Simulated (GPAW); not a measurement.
A run of GPAW 26.7.0 is set up as follows.

File run.py:

```python
from ase.dft.bandgap import bandgap
from ase.io import read, write
from ase.units import GPa
from gpaw import GPAW, PW

atoms = read('POSCAR')

calc = GPAW(mode=PW(600),
            xc='LDA',
            kpts={'size': (9, 9, 9), 'gamma': True},
            occupations={'name': 'fermi-dirac', 'width': 0.05},
            nbands=19,
            convergence={'density': 1e-05, 'energy': 1e-05},
            maxiter=150,
            txt='gpaw.txt')
atoms.calc = calc
energy = atoms.get_potential_energy()
forces = atoms.get_forces()
stress = atoms.get_stress()
calc.write('gs.gpw')
write('result.traj', atoms)
print(f'Energy: {energy:.6f} eV')
print('Forces (eV/A):')
print(forces.round(4))
print('Stress (GPa):', (stress / GPa).round(3))
print('Fermi level:', round(calc.get_fermi_level(), 4), 'eV')
print(f'Gap: {bandgap(calc)[0]:.4f} eV, direct: {bandgap(calc, direct=True)[0]:.4f} eV')

path = atoms.cell.bandpath('GXWKGLUWLK,UX', npoints=60, eps=1e-4)
bs_calc = calc.fixed_density(kpts=path, symmetry='off', nbands=29,
                             convergence={'bands': 'CBM+6.0', 'eigenstates': 1e-6}, txt='bands.txt')
bs = bs_calc.band_structure()
bs.write('bs.json')
print(f'Gap on the path: {bandgap(bs_calc)[0]:.4f} eV')
```

The input POSCAR:

```
ZrS
1.0
    0.0000000000      2.6250000000      2.6250000000
    2.6250000000      0.0000000000      2.6250000000
    2.6250000000      2.6250000000      0.0000000000
Zr S
1 1
Direct
    0.0000000000      0.0000000000      0.0000000000
    0.5000000000      0.5000000000      0.5000000000
```

Potentials or basis: the program's PAW data sets (release 1.2.1) made for this functional, pw.

The run is started by

```bash
$ OMP_NUM_THREADS=1 python run.py
```

**Question.** Estimate the band gap along the path.

**Answer.** None (metal or under the smearing width).

**Question.** Predict the pressure.

**Answer.** -9.8 GPa.

Levels at the corners of the path, in eV from the Fermi level:
| point | band 7 | band 8 | band 9 | band 10 | band 11 | band 12 |
| --- | --- | --- | --- | --- | --- | --- |
| Γ | -3.42 | -3.42 | -1.30 | -1.30 | -1.30 | -0.64 |
| X | -4.36 | -4.36 | -3.36 | 0.54 | 2.39 | 2.39 |
| W | -5.81 | -5.81 | 0.08 | 0.08 | 1.78 | 2.37 |
| K | -6.02 | -5.19 | -1.41 | 1.80 | 2.01 | 2.43 |
| Γ | -3.42 | -3.42 | -1.30 | -1.30 | -1.30 | -0.64 |
| L | -5.87 | -5.87 | 1.50 | 1.50 | 1.81 | 1.99 |
| U | -6.02 | -5.19 | -1.41 | 1.80 | 2.01 | 2.43 |
| W | -5.81 | -5.81 | 0.08 | 0.08 | 1.78 | 2.37 |
| L | -5.87 | -5.87 | 1.50 | 1.50 | 1.81 | 1.99 |
| K | -6.02 | -5.19 | -1.41 | 1.80 | 2.01 | 2.43 |
| U | -6.02 | -5.19 | -1.41 | 1.80 | 2.01 | 2.43 |
| X | -4.36 | -4.36 | -3.36 | 0.54 | 2.39 | 2.39 |
